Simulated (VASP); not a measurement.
NaF, 2 atoms in the cell. It takes space group Pm-3m (No. 221, cubic). The conventional cell has a = 2.793 Å, b = 2.793 Å, c = 2.793 Å, α = 90.00°, β = 90.00°, γ = 90.00°. Na (site symmetry m-3m) has 8 F at 2.42 Å as nearest neighbours. F (site symmetry m-3m) has 8 Na at 2.42 Å as nearest neighbours. The cell was built by a generator and needn't be a form met in nature.

- Program: VASP 6.6.1
- Task: single point
- Functional: HSE06
- Potentials or basis: VASP PAW PBE potentials, release 64 (Na_pv, F)
- Cutoff: 520 eV
- k mesh: 6 × 6 × 6
- Occupations: gaussian, width 0.01 eV
- Spin: no spin polarisation
- Dipole correction: no
- Exchange at q = 0: truncated
- Grid for exact exchange (PRECFOCK): Normal
- Screening parameter: 0.2079 1/A
- Further INCAR settings: ALGO = Normal; EDIFF = 1e-06; NBANDS = 14

Potentials or basis: VASP PAW PBE potentials, release 64 (Na_pv, F).

Command:

```bash
$ cat potpaw_PBE.64/Na_pv/POTCAR potpaw_PBE.64/F/POTCAR > POTCAR
$ cp INCAR.step1 INCAR
$ mpirun -np 1 vasp_std > vasp.out
$ cp INCAR.step2 INCAR
$ mpirun -np 1 vasp_std > vasp.out
```

Hardware: 1 thread of Intel(R) Xeon(R) 6975P-C (Granite Rapids) (shared host).

How long does it take, and how much memory?

It took 3.5 min on 1 thread of Intel(R) Xeon(R) 6975P-C (Granite Rapids), with other jobs on the host, peak memory 0.23 GiB. Counts: scf iterations 9, k points 20.
